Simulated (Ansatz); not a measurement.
# Equation of state of BaTiO$_{3}$

```cif
data_structure
_symmetry_space_group_name_H-M 'P 1'
_symmetry_Int_Tables_number 1
_cell_length_a 4.0041
_cell_length_b 4.0041
_cell_length_c 4.0041
_cell_angle_alpha 89.852
_cell_angle_beta 89.852
_cell_angle_gamma 89.852
_cell_volume 64.20
loop_
_atom_site_label
_atom_site_type_symbol
_atom_site_fract_x
_atom_site_fract_y
_atom_site_fract_z
_atom_site_occupancy
Ba1 Ba 0.00000 0.00000 0.00000 1
Ti1 Ti 0.51400 0.51400 0.51400 1
O1 O 0.49160 0.49160 0.98150 1
O2 O 0.49160 0.98150 0.49160 1
O3 O 0.98150 0.49160 0.49160 1
```

The runs use the primitive cell with vectors (2.828, 1.633, 2.318), (-2.828, 1.633, 2.318), (0.000, -3.265, 2.318) Å, to which the k mesh refers.

The cell is COD entry 9014756, as deposited and not checked against the literature; nothing was relaxed.

Spin–orbit coupling is left out, though it moves levels of the heavy atoms by tenths of an eV or more.

Levels of theory: DFT, PBE, all-electron LAPW, scalar-relativistic (Ansatz 0.2.0); DFT, PBE, PAW with Ansatz's default frozen-core files, scalar-relativistic (Ansatz 0.2.0).

For LAPW: a Γ-centred 9×9×9 k mesh, Fermi–Dirac smearing of 0.05 eV, basis error target 1 meV/atom, no spin polarisation. PAW takes a cutoff of 420 eV at this cell. The Ansatz runs share mesh, smearing and spin set-up. Plane-wave (PAW) pressures include the program's estimate of the Pulay term.

The cell above is scaled evenly, with fractional coordinates and shape held.

| V/V(cell) | V (Å³/atom) | P, LAPW (GPa) | P, PAW (GPa) | gap on the k mesh, LAPW (eV) |
| --- | --- | --- | --- | --- |
| 0.9400 | 12.069 | ? | ? | ? |
| 0.9600 | 12.326 | 12.98 | 13.00 | 2.55 |
| 0.9800 | 12.582 | 8.78 | 8.79 | 2.49 |
| 0.9900 | 12.711 | 6.84 | 6.85 | 2.46 |
| 1.0000 | 12.839 | 5.00 | 5.01 | 2.44 |
| 1.0100 | 12.968 | 3.26 | 3.26 | 2.41 |
| 1.0200 | 13.096 | 1.60 | 1.61 | 2.38 |
| 1.0400 | 13.353 | -1.45 | -1.45 | 2.33 |
| 1.0600 | 13.610 | -4.20 | -4.20 | 2.28 |

Problem. Fill in the row V/V(cell) = 0.9400.

Solution. P, LAPW (GPa) = 17.66, P, PAW (GPa) = 17.69, gap on the k mesh, LAPW (eV) = 2.60.

Problem. What do Birch–Murnaghan fits to the pressures give?

Solution. LAPW: V0 = 13.23 Å³/atom, B0 = 157 GPa, B0′ = 4.4; PAW: V0 = 13.23 Å³/atom, B0 = 157 GPa, B0′ = 4.4.

PAW's V0 lies 0.00 % from the all-electron value and its B0 0.2 %. With shape and internal coordinates held, B0 is an upper bound to the relaxed modulus.
